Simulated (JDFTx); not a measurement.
Crystal: InAs.

```
In As
1.0
     0.00000    3.01800    3.01800
     3.01800    0.00000    3.01800
     3.01800    3.01800    0.00000
In As
1 1
Cartesian
  0.0000 0.0000 0.0000
  4.5270 4.5270 4.5270
```

Base run:

```yaml
Program: JDFTx 1.7.0 (patched build)
Functional: PBEsol
Potentials_or_basis: PseudoDojo-SR-PBEsol-0.4.1-standard
Cutoff: 1143 eV
Density_cutoff: 9143 eV
k_mesh: 8 × 8 × 8
Occupations: fermi-dirac, width 0.05 eV
Spin: no spin polarisation
```

Its results: band gap on the k mesh none (metal or under the smearing width); pressure 1.6 GPa.

Q: The run is repeated on the same cell with these changes: functional from PBEsol to LDA; potentials or basis from PseudoDojo-SR-PBEsol-0.4.1-standard to PseudoDojo-SR-LDA-0.4.1-standard; cutoff from 1143 eV to 1088 eV; density cutoff from 9143 eV to 8708 eV. What comes out?

A: Band gap on the k mesh none (metal or under the smearing width); pressure -0.5 GPa.

Caveats: the empty levels aren't tightly converged; this crystal is a semiconductor, whose small gap the functional closes, so the metal is an error of the method.

Not every run made on this cell is shown here.
